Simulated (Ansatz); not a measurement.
# CdS (CsCl type): Wannier functions and tight-binding models, part 2 of 2

Where do the localised orbitals of CdS (CsCl type) sit, how far are they spread, and how do the settings change that? Plan: PBE, all s p, disentangled, 6×6×6; r2SCAN, anion s p, 6×6×6; r2SCAN, metal d and anion p, 6×6×6; r2SCAN, metal d, 6×6×6 (level, trial orbitals, Wannier mesh).

Ansatz 0.2.0; plane waves, PAW. Earlier steps stand in the parts before.

### Step 3. r2SCAN, anion s p, 6×6×6

input.yaml

```yaml
crystal:
  lattice:
    - [3.3869086123, 0.0, 0.0]
    - [0.0, 3.3869086123, 0.0]
    - [0.0, 0.0, 3.3869086123]
  atoms:
    - { symbol: Cd, position: [0.0, 0.0, 0.0] }
    - { symbol: S, position: [0.5, 0.5, 0.5] }
kpoints:
  mp_grid: { grid: [6, 6, 6] }
  band_path:
    path:
      - [[0.0, 0.0, 0.0], [-8.671998652176e-51, 0.5, -9.92507487396e-69], [0.5, 0.5, -1.042505709154e-34], [0.0, 0.0, 0.0], [0.5, 0.5, 0.5], [-8.671998652176e-51, 0.5, -9.92507487396e-69]]
      - [[0.5, 0.5, 0.5], [0.5, 0.5, -1.042505709154e-34]]
    npoints: 10
hamiltonian:
  xc: r2scan
scf:
  occupations: { method: fermi_dirac, width: 0.02 }
  n_extra_bands: 6
output:
  forces: false
  stress: false
  eigenvalues: true
  wannier:
    kmesh: [6, 6, 6]
    projections: [{ species: S, l: s, shell: 3 }, { species: S, l: p, shell: 3 }]
    minimise: true
    write_hr: true
    conv_tol: 1.0e-08
    max_iter: 3000
```

The run is started by

```sh
> ansatz run input.yaml --threads 4 --pin off --max-ram 3686MiB --backend cpu --events-out ev --progress --plain --runs-dir out
```

Log:

```text
Warning: RAYON_NUM_THREADS=4 ignored (pool sized by the plan → 4); use --threads N
scf.n_extra_bands = 6 over 13 filled bands (N_el = 26.0): the run solves 19 bands
[... 2 set-up lines as earlier in the session ...]
Pseudopotential: Cd, paw, valence charge 20, recommended cutoff 500 eV (meta_gga), Cd.paw.azcp
Pseudopotential: S, paw, valence charge 6, recommended cutoff 500 eV (meta_gga), S.paw.azcp
Functional definition: r2SCAN
  parameter k0 = 0.174
  parameter k1 = 0.065
  parameter a1 = 4.9479
  exchange = r2scan_x(k0 = k0, k1 = k1, a1 = a1)
  correlation = r2scan_c
Crystal: 2 atoms, lattice volume = 38.852 Å³
Basis set: ecut = 500 eV, 1021 PW (Γ), exchange–correlation on 100×100×100 points (64 copies of the dense FFT grid, shifted against one another)
Bands: 19, of which v1, the nominal top of the filled ones, is band 13 counted from 1 (12 counted from 0)
[... 2 set-up lines as earlier in the session ...]
k-points: 20 of 216
[... 3 set-up lines as earlier in the session ...]
PAW frozen core: Cd, regenerated for the run's functional (the file was generated under x = pbe(κ = 0.804, μ = 0.2195149727645171), c = pbe(β = 0.06672455060314922))
PAW frozen core: S, regenerated for the run's functional (the file was generated under x = pbe(κ = 0.804, μ = 0.2195149727645171), c = pbe(β = 0.06672455060314922))
PAW one-centre angular grid: Cd, 590 points (default); XC on 160 Gauss nodes
PAW one-centre angular grid: S, 302 points (default); XC on 160 Gauss nodes
[... 2 set-up lines as earlier in the session ...]
Functional: x = r2scan, c = r2scan; τ floored in thin density (d = 2e-4 eV/Å³)
SCF iter   1: F=—  HF=-9174.316903 eV  |F-HF|=—  |Δ(HF+E_count)|=         —  Δρ=1.09e-2  dr2=5.83e-2  dr2_τ=1.90e-2  ethr=1.77e-3  ⟨swp⟩=5.1  Hψ=1847  notcnv=0
preconditioner: auto → none  [insulator: Δε(μ)=0.752 eV  Ē_g=15.161 eV  σ=0.020 eV  W_gap=0.61  n_scr=6 (ndim 8)  ℏωp=25.3 eV  f_vac=0.000  D(μ)=3.20/eV (n_scr^D=32)  ε∞_Penn≈3.8]
SCF iter   2: F=—  HF=-9174.322549 eV  |F-HF|=—  |Δ(HF+E_count)|=   5.65e-3  Δρ=4.58e-3  dr2=4.68e-3  dr2_τ=1.16e-3  ethr=2.24e-4  ⟨swp⟩=2.1  Hψ=709  notcnv=0  defer=26
SCF iter   3: F=—  HF=-9174.323307 eV  |F-HF|=—  |Δ(HF+E_count)|=   7.58e-4  Δρ=2.12e-3  dr2=9.72e-4  dr2_τ=1.35e-4  ethr=1.80e-5  ⟨swp⟩=2.4  Hψ=639  notcnv=0  defer=26
SCF iter   4: F=—  HF=-9174.323499 eV  |F-HF|=—  |Δ(HF+E_count)|=   1.92e-4  Δρ=5.29e-4  dr2=8.02e-5  dr2_τ=3.21e-6  ethr=3.74e-6  ⟨swp⟩=2.2  Hψ=517  notcnv=0  defer=26
SCF iter   5: F=—  HF=-9174.323451 eV  |F-HF|=—  |Δ(HF+E_count)|=   4.78e-5  Δρ=4.34e-5  dr2=5.43e-7  dr2_τ=6.22e-8  ethr=3.08e-7  ⟨swp⟩=2.9  Hψ=682  notcnv=0  defer=26
SCF iter   6: F=-9174.323451 eV  HF=-9174.323451 eV  |F-HF|=5.18e-8  |Δ(HF+E_count)|=   4.90e-8  Δρ=1.39e-5  dr2=8.51e-8  dr2_τ=3.33e-9  ethr=3.85e-10  ⟨swp⟩=7.5  Hψ=1407  notcnv=0
SCF 1 converged in 6 iterations: F = -9174.323451 eV  dr2 = 8.51e-8
NSCF: frozen V_eff on 62 k-points
NSCF: frozen V_eff on 23 k-points
the Wannier pass solved 23 of the 216 points of its mesh, and has the states at the others by symmetry: states obtained by the crystal's operations at points that were solved too leave a residual of 5.28e-13 eV (read by the count's bands and the next), within 4.76e-6 eV
NSCF: frozen V_eff on 23 k-points
the Wannier pass solved 23 of the 216 points of its mesh, and has the states at the others by symmetry: states obtained by the crystal's operations at points that were solved too leave a residual of 5.04e-13 eV (read by the count's bands and the next), within 4.76e-6 eV
SCF converged after 6 iterations
Free energy (F): -9174.323451 eV
Harris-Foulkes:  -9174.323451 eV  (|F-HF|=5.18e-8)
Internal energy: -9174.319756 eV  (E = F + TS)
E sigma→0 (E₀):  -9174.321604 eV
Entropy (-TS):   -0.003695 eV (-1.847 meV/atom)
Fermi energy:    11.078456 eV
--- Per-component energies (eV) ---
  E_band       = -447.332074
  E_kinetic    = 611.868252
  E_local      = -3431.873188  (includes V_loc(G=0)·N_el)
  E_nonlocal   = 64.527523
  E_hartree    = 1597.225111
  E_xc         = -259.502131
  E_vxc        = -338.887915  (∫ρ·V_xc dr)
  E_paw        = -4717.032240  (= ΣΔE_a)
  E_vpaw       = -568.685178  (= ΣTr[D̂ρ^β])
  E_aug_tail   = 0.000007  (compensation charges beyond the density's cutoff)
  E_vtau       = 21.275427  (kinetic-family band-sum trace: ∫τ·v_τ [+ j·A + Jᵃ·Aᵃ] dr)
  E_ewald      = -3038.858553
  E_core_change = -0.674537  (= ΣΔE_core)
  E_smearing   = -0.003695  (= −TS)
  E_closure    = 0.000000  (closes the sum)
  Σ components = -9174.323451   (vs F -9174.323451, Δ=0.00e0)
--- Band table (eV; the first three rows and the last of 20) ---
  k-point 0: bands = ["-94.3938", "-54.5582", "-54.5582", "-54.5582", "-2.9342", "1.8091", "1.8091", "2.3889", "2.3889", "2.3889", "9.7817", "9.7817", "9.7817", "10.5823", "18.1073", "18.1073", "23.6922", "23.6922", "23.6922"]
  k-point 1: bands = ["-94.3937", "-54.5597", "-54.5580", "-54.5580", "-2.7083", "1.8249", "1.8886", "2.3176", "2.3176", "2.3957", "7.7287", "10.0602", "10.0602", "12.1915", "18.2331", "18.7868", "21.8177", "21.8177", "22.8439"]
  k-point 2: bands = ["-94.3936", "-54.5626", "-54.5578", "-54.5578", "-2.1674", "1.8567", "1.9958", "2.1821", "2.1821", "2.4093", "5.7465", "10.6852", "10.6852", "13.6942", "17.7571", "18.5376", "19.6420", "19.6420", "24.7486"]
  k-point 19: bands = ["-94.3931", "-54.5632", "-54.5632", "-54.5632", "-0.3201", "1.6813", "1.6813", "1.6813", "2.5796", "2.5796", "8.8966", "8.8966", "8.8966", "13.1875", "13.1875", "13.1875", "14.3871", "29.2919", "29.2919"]
Wannier search: line search 1 of at most 3000: gauge-dependent spread (as the search counts it) 1.5598563 Å², largest recent change 1.5e-1 Å² and fall left 3.2e-4 Å² against conv_tol 1.0e-8 Å², 0 stops escaped
```

Wall time 2.4 s (4 threads of Arm Neoverse V2, shared host); peak memory 0.41 GiB.

wannier.win names the bands that the functions span: 5, combinations of 11-14 (counted from 1; 13 are filled by count, though the bands overlap). Combinations are drawn from entangled bands, so such a model needn't follow any one band.

The head of wannier.spreads.toml:

```toml
omega_i_ang2 = 7.649905907465552
omega_d_ang2 = 0.005815366789222115
omega_od_ang2 = 0.9032183434973423
omega_total_ang2 = 8.558939617752117
least_projectability = 0.758546594182738
b_vectors_match_mmn = true
n_iter = 46
converged = true
rejected_fitted_steps = 0
```

The functions (centres in Å, on-site energies from the highest level of the last filled band):

```
n      x      y      z  spread (Å²)  on-site (eV)  nearest atoms  distance (Å)
1  1.429  1.429  1.429        2.096        -5.530             S2          0.46
2  1.616  1.616  2.119        2.154        -5.091             S2          0.44
3  2.119  1.616  1.616        2.154        -5.091             S2          0.44
4  1.616  2.119  1.616        2.154        -5.091             S2          0.44
```

The largest hoppings ⟨m, 0|H|n, R⟩, one of each Hermitian pair (signs follow the phases of the functions):

```
m  n      R  distance (Å)  t (eV)
1  3  0 0 0          0.74  -2.601
1  2  0 0 0          0.74  -2.600
1  4  0 0 0          0.74  -2.600
2  3  0 0 0          0.71  -2.392
3  4  0 0 0          0.71  -2.392
2  4  0 0 0          0.71  -2.392
3  1  1 0 0          2.71  -0.738
2  1  0 0 1          2.71  -0.737
4  1  0 1 0          2.71  -0.737
4  4  0 1 0          3.39   0.689
2  2  0 0 1          3.39   0.689
3  3  1 0 0          3.39   0.689
1  3  1 0 0          4.08  -0.304
1  2  0 0 1          4.08  -0.303
```

Interpolated bands at the corners of the path, eV from the highest level of the last filled band:

```
point      e1     e2     e3     e4
    Γ  -14.00  -1.29  -1.29  -1.29
    X  -12.90  -6.09  -0.02  -0.02
    M  -12.53  -4.59  -4.59   0.01
    Γ  -14.00  -1.29  -1.29  -1.29
    R  -11.39  -2.17  -2.17  -2.17
    X  -12.90  -6.09  -0.02  -0.02
    R  -11.39  -2.17  -2.17  -2.17
    M  -12.53  -4.59  -4.59   0.01
```

Along the path each interpolated band stays within 0.01, 0.32, 0.06, 0.02 eV of the nearest computed level, from the lowest band up.

### Step 4. r2SCAN, metal d and anion p, 6×6×6

Changes to input.yaml since step 3:

```diff
@@ -26,3 +26,3 @@
     kmesh: [6, 6, 6]
-    projections: [{ species: S, l: s, shell: 3 }, { species: S, l: p, shell: 3 }]
+    projections: [{ species: Cd, l: d, shell: 4 }, { species: S, l: p, shell: 3 }]
     minimise: true
```

The run is started by

```sh
> ansatz run input.yaml --threads 4 --pin off --max-ram 3686MiB --backend cpu --events-out ev --progress --plain --runs-dir out
```

Log:

```text
Warning: RAYON_NUM_THREADS=4 ignored (pool sized by the plan → 4); use --threads N
scf.n_extra_bands = 6 over 13 filled bands (N_el = 26.0): the run solves 19 bands
[... 10 set-up lines as earlier in the session ...]
Crystal: 2 atoms, lattice volume = 38.852 Å³
Basis set: ecut = 500 eV, 1021 PW (Γ), exchange–correlation on 100×100×100 points (64 copies of the dense FFT grid, shifted against one another)
Bands: 19, of which v1, the nominal top of the filled ones, is band 13 counted from 1 (12 counted from 0)
[... 2 set-up lines as earlier in the session ...]
k-points: 20 of 216
[... 10 set-up lines as earlier in the session ...]
SCF iter   1: F=—  HF=-9174.316903 eV  |F-HF|=—  |Δ(HF+E_count)|=         —  Δρ=1.09e-2  dr2=5.83e-2  dr2_τ=1.90e-2  ethr=1.77e-3  ⟨swp⟩=5.1  Hψ=1847  notcnv=0
preconditioner: auto → none  [insulator: Δε(μ)=0.752 eV  Ē_g=15.161 eV  σ=0.020 eV  W_gap=0.61  n_scr=6 (ndim 8)  ℏωp=25.3 eV  f_vac=0.000  D(μ)=3.20/eV (n_scr^D=32)  ε∞_Penn≈3.8]
SCF iter   2: F=—  HF=-9174.322549 eV  |F-HF|=—  |Δ(HF+E_count)|=   5.65e-3  Δρ=4.58e-3  dr2=4.68e-3  dr2_τ=1.16e-3  ethr=2.24e-4  ⟨swp⟩=2.1  Hψ=709  notcnv=0  defer=26
SCF iter   3: F=—  HF=-9174.323307 eV  |F-HF|=—  |Δ(HF+E_count)|=   7.58e-4  Δρ=2.12e-3  dr2=9.72e-4  dr2_τ=1.35e-4  ethr=1.80e-5  ⟨swp⟩=2.4  Hψ=639  notcnv=0  defer=26
SCF iter   4: F=—  HF=-9174.323499 eV  |F-HF|=—  |Δ(HF+E_count)|=   1.92e-4  Δρ=5.29e-4  dr2=8.02e-5  dr2_τ=3.21e-6  ethr=3.74e-6  ⟨swp⟩=2.2  Hψ=517  notcnv=0  defer=26
SCF iter   5: F=—  HF=-9174.323451 eV  |F-HF|=—  |Δ(HF+E_count)|=   4.78e-5  Δρ=4.34e-5  dr2=5.43e-7  dr2_τ=6.22e-8  ethr=3.08e-7  ⟨swp⟩=2.9  Hψ=682  notcnv=0  defer=26
SCF iter   6: F=-9174.323451 eV  HF=-9174.323451 eV  |F-HF|=5.18e-8  |Δ(HF+E_count)|=   4.90e-8  Δρ=1.39e-5  dr2=8.51e-8  dr2_τ=3.33e-9  ethr=3.85e-10  ⟨swp⟩=7.5  Hψ=1407  notcnv=0
SCF 1 converged in 6 iterations: F = -9174.323451 eV  dr2 = 8.51e-8
NSCF: frozen V_eff on 62 k-points
NSCF: frozen V_eff on 23 k-points
the Wannier pass solved 23 of the 216 points of its mesh, and has the states at the others by symmetry: states obtained by the crystal's operations at points that were solved too leave a residual of 5.28e-13 eV (read by the count's bands and the next), within 4.76e-6 eV
NSCF: frozen V_eff on 23 k-points
the Wannier pass solved 23 of the 216 points of its mesh, and has the states at the others by symmetry: states obtained by the crystal's operations at points that were solved too leave a residual of 4.85e-13 eV (read by the count's bands and the next), within 4.76e-6 eV
SCF converged after 6 iterations
Free energy (F): -9174.323451 eV
Harris-Foulkes:  -9174.323451 eV  (|F-HF|=5.18e-8)
Internal energy: -9174.319756 eV  (E = F + TS)
E sigma→0 (E₀):  -9174.321604 eV
Entropy (-TS):   -0.003695 eV (-1.847 meV/atom)
Fermi energy:    11.078456 eV
--- Per-component energies (eV) ---
  E_band       = -447.332074
  E_kinetic    = 611.868252
  E_local      = -3431.873188  (includes V_loc(G=0)·N_el)
  E_nonlocal   = 64.527523
  E_hartree    = 1597.225111
  E_xc         = -259.502131
  E_vxc        = -338.887915  (∫ρ·V_xc dr)
  E_paw        = -4717.032240  (= ΣΔE_a)
  E_vpaw       = -568.685178  (= ΣTr[D̂ρ^β])
  E_aug_tail   = 0.000007  (compensation charges beyond the density's cutoff)
  E_vtau       = 21.275427  (kinetic-family band-sum trace: ∫τ·v_τ [+ j·A + Jᵃ·Aᵃ] dr)
  E_ewald      = -3038.858553
  E_core_change = -0.674537  (= ΣΔE_core)
  E_smearing   = -0.003695  (= −TS)
  E_closure    = 0.000000  (closes the sum)
  Σ components = -9174.323451   (vs F -9174.323451, Δ=0.00e0)
--- Band table (eV; the first three rows and the last of 20) ---
  k-point 0: bands = ["-94.3938", "-54.5582", "-54.5582", "-54.5582", "-2.9342", "1.8091", "1.8091", "2.3889", "2.3889", "2.3889", "9.7817", "9.7817", "9.7817", "10.5823", "18.1073", "18.1073", "23.6922", "23.6922", "23.6922"]
  k-point 1: bands = ["-94.3937", "-54.5597", "-54.5580", "-54.5580", "-2.7083", "1.8249", "1.8886", "2.3176", "2.3176", "2.3957", "7.7287", "10.0602", "10.0602", "12.1915", "18.2331", "18.7868", "21.8177", "21.8177", "22.8439"]
  k-point 2: bands = ["-94.3936", "-54.5626", "-54.5578", "-54.5578", "-2.1674", "1.8567", "1.9958", "2.1821", "2.1821", "2.4093", "5.7465", "10.6852", "10.6852", "13.6942", "17.7571", "18.5376", "19.6420", "19.6420", "24.7486"]
  k-point 19: bands = ["-94.3931", "-54.5632", "-54.5632", "-54.5632", "-0.3201", "1.6813", "1.6813", "1.6813", "2.5796", "2.5796", "8.8966", "8.8966", "8.8966", "13.1875", "13.1875", "13.1875", "14.3871", "29.2919", "29.2919"]
Wannier search: line search 1 of at most 3000: gauge-dependent spread (as the search counts it) 0.3161397 Å², largest recent change 6.6e-2 Å² and fall left 2.9e-5 Å² against conv_tol 1.0e-8 Å², 0 stops escaped
```

Run time: 2.6 s. Hardware: 4 threads of Arm Neoverse V2, shared host; peak memory 0.42 GiB.

wannier.win names the bands that the functions span: 6-10, combinations of 11-14 (counted from 1; 13 are filled by count, though the bands overlap). Combinations are drawn from entangled bands, so such a model needn't follow any one band.

The head of wannier.spreads.toml:

```toml
omega_i_ang2 = 9.60454903023151
omega_d_ang2 = 0.00000000000000000000000032179873188491316
omega_od_ang2 = 0.31606891899182893
omega_total_ang2 = 9.92061794922334
least_projectability = 0.7513328773342414
b_vectors_match_mmn = true
n_iter = 8
converged = true
rejected_fitted_steps = 0
```

The functions (centres in Å, on-site energies from the highest level of the last filled band):

```
n      x      y      z  spread (Å²)  on-site (eV)  nearest atoms  distance (Å)
1  0.000  0.000  0.000        0.573        -8.862            Cd1          0.00
2  0.000  0.000  0.000        0.732        -8.620            Cd1          0.00
3  0.000  0.000  0.000        0.732        -8.620            Cd1          0.00
4  0.000  0.000  0.000        0.573        -8.862            Cd1          0.00
5  0.000  0.000  0.000        0.732        -8.620            Cd1          0.00
6  1.693  1.693  1.693        2.193        -2.937             S2          0.00
7  1.693  1.693  1.693        2.193        -2.937             S2          0.00
8  1.693  1.693  1.693        2.193        -2.937             S2          0.00
```

The largest hoppings ⟨m, 0|H|n, R⟩, one of each Hermitian pair (signs follow the phases of the functions):

```
m  n      R  distance (Å)  t (eV)
6  6  0 0 1          3.39   1.056
7  7  1 0 0          3.39   1.056
8  8  0 1 0          3.39   1.056
6  6  1 0 0          3.39  -0.328
6  6  0 1 0          3.39  -0.328
7  7  0 0 1          3.39  -0.328
8  8  0 0 1          3.39  -0.328
8  8  1 0 0          3.39  -0.328
7  7  0 1 0          3.39  -0.328
8  2  0 0 1          2.93  -0.268
8  2  1 1 0          2.93   0.268
7  3  0 0 1          2.93  -0.268
7  3  1 1 0          2.93   0.268
3  7  0 0 0          2.93   0.268
```

Interpolated bands at the corners of the path, eV from the highest level of the last filled band:

```
point     e1     e2     e3     e4     e5     e6     e7     e8
    Γ  -9.26  -9.26  -8.68  -8.68  -8.68  -1.29  -1.29  -1.29
    X  -9.20  -9.09  -8.95  -8.95  -8.65  -6.09  -0.02  -0.02
    M  -9.04  -8.85  -8.85  -8.50  -8.26  -4.59  -4.59   0.01
    Γ  -9.26  -9.26  -8.68  -8.68  -8.68  -1.29  -1.29  -1.29
    R  -9.39  -9.39  -9.39  -8.49  -8.49  -2.17  -2.17  -2.17
    X  -9.20  -9.09  -8.95  -8.95  -8.65  -6.09  -0.02  -0.02
    R  -9.39  -9.39  -9.39  -8.49  -8.49  -2.17  -2.17  -2.17
    M  -9.04  -8.85  -8.85  -8.50  -8.26  -4.59  -4.59   0.01
```

Along the path each interpolated band stays within 0.00, 0.00, 0.01, 0.00, 0.00, 0.39, 0.06, 0.03 eV of the nearest computed level, from the lowest band up.

### Step 5. r2SCAN, metal d, 6×6×6

Changes to input.yaml since step 4:

```diff
@@ -26,3 +26,3 @@
     kmesh: [6, 6, 6]
-    projections: [{ species: Cd, l: d, shell: 4 }, { species: S, l: p, shell: 3 }]
+    projections: [{ species: Cd, l: d, shell: 4 }]
     minimise: true
```

The run is started by

```sh
> ansatz run input.yaml --threads 4 --pin off --max-ram 3686MiB --backend cpu --events-out ev --progress --plain --runs-dir out
```

Log, cut to the lines that bear on the results:

```text
Warning: RAYON_NUM_THREADS=4 ignored (pool sized by the plan → 4); use --threads N
scf.n_extra_bands = 6 over 13 filled bands (N_el = 26.0): the run solves 19 bands
[...]
[... 4 set-up lines as earlier in the session ...]
[...]
Crystal: 2 atoms, lattice volume = 38.852 Å³
[...]
Entropy (-TS):   -0.003695 eV (-1.847 meV/atom)
Fermi energy:    11.078456 eV
[...]
--- Band table (eV; the first three rows and the last of 20) ---
  k-point 0: bands = ["-94.3938", "-54.5582", "-54.5582", "-54.5582", "-2.9342", "1.8091", "1.8091", "2.3889", "2.3889", "2.3889", "9.7817", "9.7817", "9.7817", "10.5823", "18.1073", "18.1073", "23.6922", "23.6922", "23.6922"]
[...]
Wannier search: line search 1 of at most 3000: gauge-dependent spread (as the search counts it) 0.0438078 Å², largest recent change 1.7e-3 Å² and fall left 6.8e-8 Å² against conv_tol 1.0e-8 Å², 0 stops escaped
```

Wall time 1.8 s (4 threads of Arm Neoverse V2, shared host); peak memory 0.36 GiB.

wannier.win, as written (k points left out):

```
! ansatz wannier90 interface
! projections by site (counted from 0) and shell: 0 4D
! states of the run's bands (counted from 1): 6-10
! their least projectability: 0.7610
num_bands = 5
num_wann  = 5
num_iter  = 2000
conv_tol = 1e-8
conv_window = 5
guiding_centres = true
write_hr = true

begin unit_cell_cart
Ang
  3.3869086123  0.0  0.0
  0.0  3.3869086123  0.0
  0.0  0.0  3.3869086123
end unit_cell_cart

begin atoms_frac
Cd  0.0  0.0  0.0
S  0.5  0.5  0.5
end atoms_frac

mp_grid = 6 6 6
```

wannier.win names the bands that the functions span: 6-10 (counted from 1; 13 are filled by count, though the bands overlap).

The head of wannier.spreads.toml:

```toml
omega_i_ang2 = 4.439680817316265
omega_d_ang2 = 0.000000000000000000000009663425983443018
omega_od_ang2 = 0.04380768817512756
omega_total_ang2 = 4.483488505491393
least_projectability = 0.7610325396650536
b_vectors_match_mmn = true
n_iter = 7
converged = true
rejected_fitted_steps = 0
```

The functions (centres in Å, on-site energies from the highest level of the last filled band):

```
n      x      y      z  spread (Å²)  on-site (eV)  nearest atoms  distance (Å)
1  0.000  0.000  0.000        0.697        -8.924            Cd1          0.00
2  0.000  0.000  0.000        1.030        -8.841            Cd1          0.00
3  0.000  0.000  0.000        1.030        -8.841            Cd1          0.00
4  0.000  0.000  0.000        0.697        -8.924            Cd1          0.00
5  0.000  0.000  0.000        1.030        -8.841            Cd1          0.00
```

The largest hoppings ⟨m, 0|H|n, R⟩, one of each Hermitian pair (signs follow the phases of the functions):

```
m  n      R  distance (Å)  t (eV)
1  1  0 0 1          3.39  -0.112
4  4  0 1 0          3.39  -0.090
4  4  1 0 0          3.39  -0.090
1  1  0 1 0          3.39  -0.046
1  1  1 0 0          3.39  -0.046
5  5  0 0 1          3.39   0.042
2  2  0 1 0          3.39   0.042
3  3  1 0 0          3.39   0.042
1  4  0 1 0          3.39  -0.038
4  1  0 1 0          3.39  -0.038
4  1  1 0 0          3.39   0.038
1  4  1 0 0          3.39   0.038
2  5  0 1 1          4.79  -0.033
5  2  0 1 1          4.79  -0.033
```

Interpolated bands at the corners of the path, eV from the highest level of the last filled band:

```
point     e1     e2     e3     e4     e5
    Γ  -9.26  -9.26  -8.68  -8.68  -8.68
    X  -9.20  -9.09  -8.95  -8.95  -8.65
    M  -9.04  -8.85  -8.85  -8.50  -8.26
    Γ  -9.26  -9.26  -8.68  -8.68  -8.68
    R  -9.39  -9.39  -9.39  -8.49  -8.49
    X  -9.20  -9.09  -8.95  -8.95  -8.65
    R  -9.39  -9.39  -9.39  -8.49  -8.49
    M  -9.04  -8.85  -8.85  -8.50  -8.26
```

Along the path each interpolated band stays within 0.01, 0.00, 0.01, 0.00, 0.01 eV of the nearest computed level, from the lowest band up.

### Step 6. All runs side by side

```
                               run  functions  total spread (Å²)  invariant part (Å²)  mean spread (Å²)  largest miss of a band (eV)   time
 PBE, all s p, disentangled, 6×6×6          8             16.629               13.394             2.079                         1.51  2.3 s
          r2SCAN, anion s p, 6×6×6          4              8.559                7.650             2.140                         0.32  2.4 s
r2SCAN, metal d and anion p, 6×6×6          8              9.921                9.605             1.240                         0.39  2.6 s
            r2SCAN, metal d, 6×6×6          5              4.483                4.440             0.897                         0.01  1.8 s
```

### Step 7. What came out

The summary covers parts 1 to 2.

| quantity | value |
| --- | --- |
| total spread, PBE, all s p, disentangled, 6×6×6 | 16.63 Å² over 8 functions |
| total spread, r2SCAN, anion s p, 6×6×6 | 8.56 Å² over 4 functions |
| total spread, r2SCAN, metal d and anion p, 6×6×6 | 9.92 Å² over 8 functions |
| total spread, r2SCAN, metal d, 6×6×6 | 4.48 Å² over 5 functions |
| centres of the first set | 0.49 to 0.73 Å from the nearest atom |

What this shows: With PBE, all s p, disentangled, 6×6×6 the 8 functions move off the atoms, with a mean spread of 2.08 Å²; 81 % of the total is gauge invariant. The disentangled models miss some band by up to 1.5 eV, which may lie outside their frozen windows.
